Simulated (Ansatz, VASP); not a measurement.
## BAs: VASP beside Ansatz

File POSCAR:

```
BAs
1.0
    0.0000000000      2.3724693156      2.3724693156
    2.3724693156      0.0000000000      2.3724693156
    2.3724693156      2.3724693156      0.0000000000
As B
1 1
Direct
    0.7500000000      0.7500000000      0.7500000000
    0.0000000000      0.0000000000      0.0000000000
```

The input INCAR.step1:

```
SYSTEM = BAs
PREC = Accurate
ENCUT = 520
EDIFF = 1E-5
ISMEAR = -1
SIGMA = 0.05
LREAL = .FALSE.
LASPH = .TRUE.
NELM = 100
ALGO = Normal
ISIF = 2
LWAVE = .TRUE.
LCHARG = .FALSE.
NBANDS = 11
GGA = PE
```

File INCAR.step2:

```
SYSTEM = BAs
PREC = Accurate
ENCUT = 520
EDIFF = 1E-6
ISMEAR = -1
SIGMA = 0.05
LREAL = .FALSE.
LASPH = .TRUE.
NELM = 100
ALGO = Normal
ISIF = 2
LWAVE = .FALSE.
LCHARG = .FALSE.
GGA = B3
LHFCALC = .TRUE.
AEXX = 0.2
AGGAX = 0.72
AGGAC = 0.81
ALDAC = 0.19
PRECFOCK = Normal
HFRCUT = -1
NBANDS = 11
ISTART = 1
```

File KPOINTS:

```
regular mesh
0
G
  5 5 5
  0 0 0
```

The input input.yaml:

```yaml
crystal:
  lattice:
    - [0.0, 2.3724693156, 2.3724693156]
    - [2.3724693156, 0.0, 2.3724693156]
    - [2.3724693156, 2.3724693156, 0.0]
  atoms:
    - { symbol: As, position: [0.75, 0.75, 0.75] }
    - { symbol: B, position: [0.0, 0.0, 0.0] }
hamiltonian:
  xc: b3lyp
  pseudopotentials: { kind: paw }
kpoints:
  mp_grid: { grid: [5, 5, 5] }
scf:
  occupations: { method: fermi_dirac, width: 0.05 }
output:
  forces: true
  stress: true
  eigenvalues: true
```

Alike in both runs: task single point; functional B3LYP; k mesh 5 × 5 × 5; occupations fermi-dirac, width 0.05 eV; no spin polarisation.

```csv
,VASP,Ansatz
version,VASP 6.6.1,Ansatz 0.2.0
potentials or method,"VASP PAW PBE potentials, release 64 (As, B)",Ansatz PAW
plane-wave cutoff (eV),520,420
valence electrons in the cell,8,18
```

Ansatz gave:

- gap on the k mesh at the Fermi level (eV): 2.48
- least direct gap on the mesh (eV): 4.63
- pressure (GPa): 7.2

Problem. What did VASP give for the same quantities?

Solution. gap on the k mesh at the Fermi level (eV): 2.50; least direct gap on the mesh (eV): 4.64; pressure (GPa): 7.6.

With one functional, cell and mesh, what is left measures potentials, basis and numerics. The two sets of potentials don't hold the same shells in valence.

Caveats: the k mesh is coarse (spacing up to 0.46 Å⁻¹), so the values aren't converged, least of all with exact exchange; the PAW data sets were made with another functional, which shifts forces and pressure a little (VASP); an odd mesh through Γ misses points on the zone boundary, where band edges often lie (VASP); odd divisions of the mesh miss points on the zone boundary, where band edges often lie, so the gap on the mesh can be too wide (Ansatz); the PAW data sets come from PBE, with cores solved anew for the run's functional, which leaves a small shift of forces and pressure (Ansatz); the thresholds are loose for stress (Ansatz).
